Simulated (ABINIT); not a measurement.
# Ga (C2/c) in ABINIT: notebook

One crystal, Ga, is run at these levels: PBEsol; tasks: relaxation of cell and atoms, single point.

All numbers are computed with ABINIT 10.8.3 (patched build); they aren't measurements. Logs are shortened: lines on timing, memory, paths and dates and some standing lists are left out, and cuts for length are marked. The log counts tension as positive stress, the text compression.

## (1) The crystal as given

Symmetry: C2/c, No. 15, monoclinic system. The conventional cell has a = 2.766 Å, b = 8.053 Å, c = 3.332 Å, α = 90.00°, β = 92.02°, γ = 90.00°. Ga (site symmetry 2) is surrounded by 8 Ga at 2.69 to 2.92 Å.

This isn't the form of Ga at room conditions, which is orthorhombic.

## (2) Relaxation of cell and atoms, PBEsol

run.abi

```
# Pseudopotentials
pp_dirpath "./"
pseudos "Ga.upf"

# Structure
acell 8.0453059079 8.0453059079 6.2965674473
rprim
     0.3248467194    -0.9457666778     0.0000000000
     0.3248467194     0.9457666778     0.0000000000
    -0.0352483478     0.0000000000     0.9993785839
ntypat 1
znucl 31
natom 2
typat 1 1
chkprim 0
chksymtnons 0
tolsym 1.0e-6
xred
   0.1310000000   0.8690000000            3/4
   0.8690000000   0.1310000000            1/4

# Plane-wave basis
ecut 40.0
ecutsm 0.5

# k points
kptopt 1
ngkpt 8 8 6
nshiftk 1
shiftk 0.0 0.0 0.0

# Exchange and correlation
ixc -116133

# Bands and occupations
nband 17
occopt 3
tsmear 0.00183747

# SCF cycle
nstep 80
tolvrs 1.0e-12

# Output
iomode 3
prteig 0
prtebands 0
prtwf 0
prtden 0

# Relaxation
ionmov 2
optcell 2
ntime 50
tolmxf 2.0e-5
dilatmx 1.08
```

Potentials or basis: PseudoDojo NC SR PBEsol v0.4.1 standard.

Started as:

```bash
$ mpirun --bind-to none -np 4 abinit run.abi > log 2>&1
```

run.abo:

```text
.Version 10.8.3 of ABINIT
 Symmetries : space group C2/c (# 15); Bravais mC (1-face-center monocl.)
================================================================================
 Values of the parameters that define the memory need of the present run
     intxc =       0    ionmov =       2      iscf =       7    lmnmax =       6
     lnmax =       6     mgfft =      50  mpssoang =       3    mqgrid =    3001
     natom =       2  nloc_mem =       1    nspden =       1   nspinor =       1
    nsppol =       1      nsym =       4    n1xccc =    2501    ntypat =       1
    occopt =       3   xclevel =       2
       mpw =        3828          nfft =      100000          nkpt =         114
================================================================================
================================================================================

--------------------------------------------------------------------------------
------------- Echo of variables that govern the present computation ------------
--------------------------------------------------------------------------------
 -outvars: echo values of preprocessed input variables --------
            acell      8.0453059079E+00  8.0453059079E+00  6.2965674473E+00 Bohr
              amu      6.97230000E+01
          chkprim           0
      chksymtnons           0
          dilatmx      1.08000000E+00
             ecut      4.00000000E+01 Hartree
           ecutsm      5.00000000E-01 Hartree
           ionmov           2
                       outvar_i_n : Printing only first  50 k-points.
              ixc     -116133
                       outvar_i_n : Printing only first  50 k-points.
         kptrlatt        8    0    0      0    8    0      0    0    6
          kptrlen      3.77794047E+01
            natom           2
            nband          17
            ngfft          50      50      40
             nkpt         114
            nstep          80
             nsym           4
            ntime          50
           ntypat           1
                       prtocc : prtvol=0, do not print more k-points.
           occopt           3
          optcell           2
           prtden           0
        prtebands           0
           prteig           0
            prtwf           0
            rprim      3.2484671940E-01 -9.4576667780E-01  0.0000000000E+00
                       3.2484671940E-01  9.4576667780E-01  0.0000000000E+00
                      -3.5248347800E-02  0.0000000000E+00  9.9937858390E-01
          spgroup          15
           tolmxf      2.00000000E-05
           tolsym      1.00000000E-06
           tolvrs      1.00000000E-12
           tsmear      1.83747000E-03 Hartree
            typat      1  1
                       outvars : Printing only first  50 k-points.
           xangst      1.2949143782E+00  2.9715569978E+00  2.4974470795E+00
                       1.3536381256E+00 -2.9715569978E+00  8.3248235983E-01
            xcart      2.4470335313E+00  5.6154288934E+00  4.7194909942E+00
                       2.5580053309E+00 -5.6154288934E+00  1.5731636647E+00
             xred      1.3100000000E-01  8.6900000000E-01  7.5000000000E-01
                       8.6900000000E-01  1.3100000000E-01  2.5000000000E-01
            znucl       31.00000

================================================================================

 chkinp: Checking input parameters for consistency.

================================================================================
== DATASET  1 ==================================================================

--- !DatasetInfo
iteration_state: {dtset: 1, }
dimensions: {natom: 2, nkpt: 114, mband: 17, nsppol: 1, nspinor: 1, nspden: 1, mpw: 3828, }
cutoff_energies: {ecut:  40.0, pawecutdg:  -1.0, }
electrons: {nelect:   2.60000000E+01, charge:   0.00000000E+00, occopt:   3.00000000E+00, tsmear:   1.83747000E-03, }
meta: {optdriver: 0, ionmov: 2, optcell: 2, iscf: 7, paral_kgb: 0, }
...

 Real(R)+Recip(G) space primitive vectors, cartesian coordinates (Bohr,Bohr^-1):
 R(1)=  2.6134912 -7.6089822  0.0000000  G(1)=  0.1913150 -0.0657118  0.0067477
 R(2)=  2.6134912  7.6089822  0.0000000  G(2)=  0.1913150  0.0657118  0.0067477
 R(3)= -0.2219436  0.0000000  6.2926547  G(3)=  0.0000000  0.0000000  0.1589154
 Unit cell volume ucvol=  2.5027157E+02 bohr^3
 Angles (23,13,12)=  9.06560688E+01  9.06560688E+01  1.42087422E+02 degrees

 getcut: wavevector=  0.0000  0.0000  0.0000  ngfft=  50  50  40
         ecut(hartree)=     46.656   => boxcut(ratio)=   2.02164

--- Pseudopotential description ------------------------------------------------
- pspini: atom type   1  psp file is ./Ga.upf
  31.00000  13.00000  180301                  znucl, zion, pspdat
12 -116133 2 -1 1902                          pspcod,pspxc,lmax,lloc,mmax
     nproj     2     2     2

   1.27450386E+03                                ecore*ucvol(ha*bohr**3)
--------------------------------------------------------------------------------

================================================================================

=== [ionmov= 2] Broyden-Fletcher-Goldfarb-Shanno method (forces)
================================================================================

--- Iteration: ( 1/50) Internal Cycle: (1/1)
--------------------------------------------------------------------------------

---SELF-CONSISTENT-FIELD CONVERGENCE--------------------------------------------

--- !BeginCycle
iteration_state: {dtset: 1, itime: 1, icycle: 1, }
solver: {iscf: 7, nstep: 80, nline: 4, wfoptalg: 0, }
tolerances: {tolvrs: 1.00E-12, }
...
[... 1637 lines left out ...]
  2.54875621346192E+00 -7.59676682912310E+00 -8.66923203417447E-02
  2.54875621346192E+00  7.59676682912310E+00 -8.66923203417447E-02
 -4.25180290732462E-01  0.00000000000000E+00  6.28222940449965E+00
 Unitary Cell Volume (ucvol) [Bohr^3]=  2.42716872836802E+02
 Angles (23,13,12)= [degrees]
  9.18493117134777E+01  9.18493117134777E+01  1.42886256598267E+02
 Lengths [Bohr]
  8.01339753476215E+00  8.01339753476215E+00  6.29660103312790E+00
 Stress tensor in cartesian coordinates (strten) [Ha/bohr^3]
 -1.21993996151509E-07  0.00000000000000E+00 -9.63864557660631E-09
  0.00000000000000E+00  4.89658275905358E-08  0.00000000000000E+00
 -9.63864557660631E-09  0.00000000000000E+00 -4.58317122795093E-09
 Total energy (etotal) [Ha]= -1.52702952090663E+02

 Difference of energy with previous step (new-old):
           Absolute (Ha)=-6.73171E-09
           Relative     =-4.40837E-11

 At Broyd/MD step  17, gradients are converged :
  max grad (force/stress) = 1.2199E-05 < tolmxf= 2.0000E-05 ha/bohr (free atoms)

================================================================================

 ----iterations are completed or convergence reached----

 Mean square residual over all n,k,spin=   15.694E-10; max=  30.408E-07
 reduced coordinates (array xred) for    2 atoms
       0.133053537759      0.866946462241      0.750000000000
       0.866946462241      0.133053537759      0.250000000000
 rms dE/dt=  1.2732E-05; max dE/dt=  1.5593E-05; dE/dt below (all hartree)
    1      -0.000015593469      0.000015593469      0.000000000000
    2       0.000015593469     -0.000015593469      0.000000000000

 cartesian coordinates (angstrom) at end:
    1      1.17999691322540     2.95027588833986     2.44743387394893
    2      1.29249477333945    -2.95027588833986     0.78522755781362

 cartesian forces (hartree/bohr) at end:
    1      0.00000000000000    -0.00000205264547     0.00000000000000
    2     -0.00000000000000     0.00000205264547    -0.00000000000000
 frms,max,avg= 1.1850954E-06 2.0526455E-06   0.000E+00  0.000E+00  0.000E+00 h/b

 cartesian forces (eV/Angstrom) at end:
    1      0.00000000000000    -0.00010555127404     0.00000000000000
    2     -0.00000000000000     0.00010555127404    -0.00000000000000
 frms,max,avg= 6.0940056E-05 1.0555127E-04   0.000E+00  0.000E+00  0.000E+00 e/A
 length scales=  8.013397534762  8.013397534762  6.296601033128 bohr
              =  4.240507354426  4.240507354426  3.332017770619 angstroms
 Fermi (or HOMO) energy (hartree) =   0.21392   Average Vxc (hartree)=  -0.41957
 Eigenvalues (hartree) for nkpt= 114  k points:
 kpt#   1, nband= 17, wtk=  0.00260, kpt=  0.0000  0.0000  0.0000 (reduced coord)
  -0.34157   -0.34106   -0.34034   -0.33951   -0.32795   -0.32780   -0.32642   -0.32608
  -0.32602   -0.32100   -0.20621    0.13232    0.15031    0.27063    0.41179    0.58739
   0.60112
      occupation numbers for kpt#   1
   2.00000    2.00000    2.00000    2.00000    2.00000    2.00000    2.00000    2.00000
   2.00000    2.00000    2.00000    2.00000    2.00000    0.00000    0.00000    0.00000
   0.00000
 prteigrs : prtvol=0 or 1, do not print more k-points.

--- !EnergyTerms
iteration_state     : {dtset: 1, itime: 17, icycle: 1, }
comment             : Components of total free energy in Hartree
kinetic             :  1.25201725423970E+02
hartree             :  3.94231239558793E+01
xc                  : -4.14138989618139E+01
Ewald energy        : -9.75960219729741E+01
psp_core            :  5.25098994749633E+00
local_psp           : -1.07497952124062E+02
non_local_psp       : -7.60708524167918E+01
internal            : -1.52702886148297E+02
'-kT*entropy'       : -6.59423662883789E-05
total_energy        : -1.52702952090663E+02
total_energy_eV     : -4.15525901024056E+03
band_energy         : -6.36072590907825E+00
...

 rms coord change=  1.6767E-03   atom, delta coord (reduced):
     1        0.002053537759     -0.002053537759      0.000000000000
     2       -0.002053537759      0.002053537759      0.000000000000

 Cartesian components of stress tensor (hartree/bohr^3)
  sigma(1 1)= -1.21993996E-07  sigma(3 2)=  0.00000000E+00
  sigma(2 2)=  4.89658276E-08  sigma(3 1)= -9.63864558E-09
  sigma(3 3)= -4.58317123E-09  sigma(2 1)=  0.00000000E+00

-Cartesian components of stress tensor (GPa)         [Pressure=  7.6113E-04 GPa]
- sigma(1 1)= -3.58918728E-03  sigma(3 2)=  0.00000000E+00
- sigma(2 2)=  1.44062439E-03  sigma(3 1)= -2.83578743E-04
- sigma(3 3)= -1.34841553E-04  sigma(2 1)=  0.00000000E+00

== END DATASET(S) ==============================================================
================================================================================

 -outvars: echo values of variables after computation  --------
            acell      8.0133975348E+00  8.0133975348E+00  6.2966010331E+00 Bohr
           etotal     -1.5270295209E+02
            fcart      1.7829900261E-23 -2.0526454720E-06  1.3055459303E-23
                      -1.7829900261E-23  2.0526454720E-06 -1.3055459303E-23
            rprim      3.1806187106E-01 -9.4800823199E-01 -1.0818422519E-02
                       3.1806187106E-01  9.4800823199E-01 -1.0818422519E-02
                      -6.7525366225E-02  0.0000000000E+00  9.9771755769E-01
           strten     -1.2199399615E-07  4.8965827591E-08 -4.5831712280E-09
                       0.0000000000E+00 -9.6386455766E-09  0.0000000000E+00
           xangst      1.1799969132E+00  2.9502758883E+00  2.4474338739E+00
                       1.2924947733E+00 -2.9502758883E+00  7.8522755781E-01
             xred      1.3305353776E-01  8.6694646224E-01  7.5000000000E-01
                       8.6694646224E-01  1.3305353776E-01  2.5000000000E-01
 Calculation completed.
```

Wall time 11 min (4 MPI ranks of Intel Xeon 6975P-C (Granite Rapids), shared host); peak memory 0.48 GiB.

What came out:

```
Free energy                            : -4155.2590 eV
Relaxed volume                         : 17.98 Å³/atom
Relaxed cell                           : a = 4.241 Å, b = 4.241 Å, c = 3.332 Å, α = 91.85°, β = 91.85°, γ = 142.89°
Space group after relaxing (to 0.05 Å) : C2/c (No. 15)
Energy gained by relaxing              : 16.0 meV/atom
Ionic steps                            : 17
Pressure after relaxing                : 0.0 GPa
Band gap on the k mesh                 : none (metal or under the smearing width)
```

The path:
```csv
step,energy change (eV),largest force (eV/Å),pressure (GPa),volume (Å³)
1,0.0000,0.2070,-1.56,37.09
2,-0.0039,0.1846,-1.34,36.91
3,-0.0135,0.1709,2.41,34.79
4,-0.0227,0.0249,0.05,35.90
5,-0.0257,0.0166,0.44,35.69
6,-0.0287,0.0542,0.74,35.56
7,-0.0303,0.0433,0.49,35.70
8,-0.0317,0.0091,-0.06,36.01
9,-0.0318,0.0025,-0.12,36.04
10,-0.0318,0.0032,-0.13,36.04
11,-0.0319,0.0065,-0.07,36.01
12,-0.0319,0.0045,0.00,35.96
13,-0.0319,0.0018,0.04,35.95
14,-0.0319,0.0004,0.04,35.94
15,-0.0319,0.0006,0.03,35.95
16,-0.0319,0.0003,0.01,35.96
17,-0.0319,0.0001,0.00,35.97
```

Final structure:
```xyz
2
Lattice="1.3487 -4.0200 -0.0459 1.3487 4.0200 -0.0459 -0.2250 0.0000 3.3244" Properties=species:S:1:pos:R:3 pbc="T T T"
Ga    1.1800    2.9503    2.4474
Ga    1.2925   -2.9503    0.7852
```

## (3) Single point, PBEsol (cell relaxed)

run.abi

```
pp_dirpath "./"
pseudos "Ga.upf"

acell 8.0133975277 8.0133975277 6.2966010245
rprim
     0.3180618703    -0.9480082322    -0.0108184225
     0.3180618703     0.9480082322    -0.0108184225
    -0.0675253662     0.0000000000     0.9977175577
ntypat 1
znucl 31
natom 2
typat 1 1
xred
     0.1330535400     0.8669464600     0.7500000000
     0.8669464600     0.1330535400     0.2500000000
chkprim 0
chksymtnons 0
tolsym 1.0e-6

ecut 40.0

kptopt 1
ngkpt 8 8 6
nshiftk 1
shiftk 0.0 0.0 0.0

ixc -116133

nband 17
occopt 3
tsmear 0.05 eV

nstep 100
tolvrs 1.0e-10

iomode 3
prtwf 0
prteig 0
prtebands 0
prtden 1
prtvha 1
prtvclmb 1
prtpot 1
prtelf 1
```

Potentials or basis: PseudoDojo NC SR PBEsol v0.4.1 standard.

Started as:

```bash
$ mpirun --bind-to none -np 4 abinit run.abi > log 2>&1
```

It took 36 s on 4 MPI ranks of Intel Xeon 6975P-C (Granite Rapids), shared host; peak memory 0.4 GiB.

Results (log left out):

| Quantity | Value |
| --- | --- |
| Free energy | -4155.2592 eV |
| Pressure | -0.1 GPa |
| Band gap on the k mesh | none (metal or under the smearing width) |
| Valence electrons inside the program's atomic spheres | Ga 10.80 (radii [1.0584] Å) |

Levels at points of the mesh, in eV from the Fermi level:
| k point | band 11 | band 12 | band 13 | band 14 | band 15 | band 16 |
| --- | --- | --- | --- | --- | --- | --- |
| (0.00, 0.00, 0.00) | -11.43 | -2.22 | -1.73 | 1.54 | 5.38 | 10.16 |
| (0.50, 0.00, 0.00) | -5.80 | -5.03 | -1.31 | 0.21 | 5.25 | 7.33 |
| (0.50, 0.50, 0.00) | -9.39 | -8.66 | 3.79 | 4.66 | 5.80 | 6.00 |
| (0.00, 0.00, 0.50) | -7.94 | -7.94 | 1.56 | 1.56 | 2.41 | 2.41 |
| (0.50, 0.00, 0.50) | -3.04 | -2.94 | -1.42 | -0.96 | 1.41 | 2.99 |
| (0.50, 0.50, 0.50) | -6.17 | -6.17 | -4.50 | -4.50 | 11.14 | 11.14 |
